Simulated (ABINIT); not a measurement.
ZrH2:

```
Zr H
1.0
     0.00000    2.40923    2.40923
     2.40923    0.00000    2.40923
     2.40923    2.40923    0.00000
Zr H
1 2
Direct
  0.00000 0.00000 0.00000
  0.25000 0.25000 0.25000
  0.75000 0.75000 0.75000
```

The cell is a database's computed one.

* Program: ABINIT 10.8.3 (patched build)
* Task: relaxation of cell and atoms
* Functional: LDA
* Potentials or basis: PseudoDojo NC SR LDA v0.4.1 standard
* Cutoff: 1007 eV
* k mesh: 8 × 8 × 8
* Occupations: fermi-dirac, width 0.05 eV
* Spin: no spin polarisation

At the start: pressure -6.9 GPa; volume 9.32 Å³/atom.

Question: How do energy, volume and symmetry change on relaxing?

Answer: Over 5 steps the energy falls by 10.5 meV/atom and the volume is 8.86 Å³/atom (-5.0 %); space group Fm-3m (No. 225, to 0.05 Å).

The path:
```tsv
step	energy change (eV)	largest force (eV/Å)	pressure (GPa)	volume (Å³)
1	0.0000	0.0000	-6.91	27.97
2	-0.0205	0.0000	-4.23	27.38
3	-0.0315	0.0000	0.28	26.52
4	-0.0315	0.0000	-0.01	26.57
5	-0.0315	0.0000	0.00	26.57
```

Final structure:
```cif
data_structure
_symmetry_space_group_name_H-M 'P 1'
_symmetry_Int_Tables_number 1
_cell_length_a 3.3493
_cell_length_b 3.3493
_cell_length_c 3.3493
_cell_angle_alpha 60.000
_cell_angle_beta 60.000
_cell_angle_gamma 60.000
_cell_volume 26.57
loop_
_atom_site_label
_atom_site_type_symbol
_atom_site_fract_x
_atom_site_fract_y
_atom_site_fract_z
_atom_site_occupancy
Zr1 Zr 0.00000 0.00000 0.00000 1
H1 H 0.25000 0.25000 0.25000 1
H2 H 0.75000 0.75000 0.75000 1
```
